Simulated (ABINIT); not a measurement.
Wanted: the native input for an ABINIT 10.8.3 (patched build) run.

```
Task                : equation of state
Functional          : PBEsol
Potentials or basis : PseudoDojo NC SR PBEsol v0.4.1 standard
Cutoff              : 1007 eV
k mesh              : 10 × 10 × 10
Occupations         : fermi-dirac, width 0.05 eV
Spin                : no spin polarisation
```

The system is WS2.

```
W S
1.0
     1.57900    0.91164    6.16333
    -1.57900    0.91164    6.16333
     0.00000   -1.82327    6.16333
W S
1 2
Direct
  0.00000 0.00000 0.00000
  0.58100 0.58100 0.58100
  0.75030 0.75030 0.75030
```

Measurements of this composition are mostly on another form, of space group No. 194.

One way to write it, as run:

run.abi

```
ndtset 7
getwfk -1
scalecart1 3*0.9795861087
scalecart2 3*0.9864848297
scalecart3 3*0.9932883884
scalecart4 3*1.0000000000
scalecart5 3*1.0066227096
scalecart6 3*1.0131594038
scalecart7 3*1.0196128224

pp_dirpath "./"
pseudos "W.upf, S.upf"

acell 3*1.0
rprim
     2.9838775508     1.7227425073    11.6470120147
    -2.9838775508     1.7227425073    11.6470120147
     0.0000000000    -3.4454850143    11.6470120147
ntypat 2
znucl 74 16
natom 3
typat 1 2 2
xred
     0.0000000000     0.0000000000     0.0000000000
     0.5810000000     0.5810000000     0.5810000000
     0.7503000000     0.7503000000     0.7503000000

ecut 37.0

kptopt 1
ngkpt 10 10 10
nshiftk 1
shiftk 0.0 0.0 0.0

ixc -116133

nband 17
occopt 3
tsmear 0.00183747

nstep 100
tolvrs 1.0e-10

iomode 3
prtwf 1
prtden 0
prteig 0
prtebands 0
enunit 2
```

Potentials or basis: PseudoDojo NC SR PBEsol v0.4.1 standard.

Command:

```console
$ abinit run.abi > log 2>&1
```

Results of the run:

```
Equilibrium volume                        : 17.68 Å³/atom
Bulk modulus at fixed shape and positions : 169 GPa
Pressure derivative of the bulk modulus   : 4.4
```

Caveat: pressures at fixed basis lie under the slope of the energies; the cell was scaled at fixed shape and fractional positions, which overstates the stiffness of a crystal with free parameters, most of all of layers and chains.

Wall time 84 min on 1 thread of Arm Neoverse V2 (shared host), peak memory 0.33 GiB.
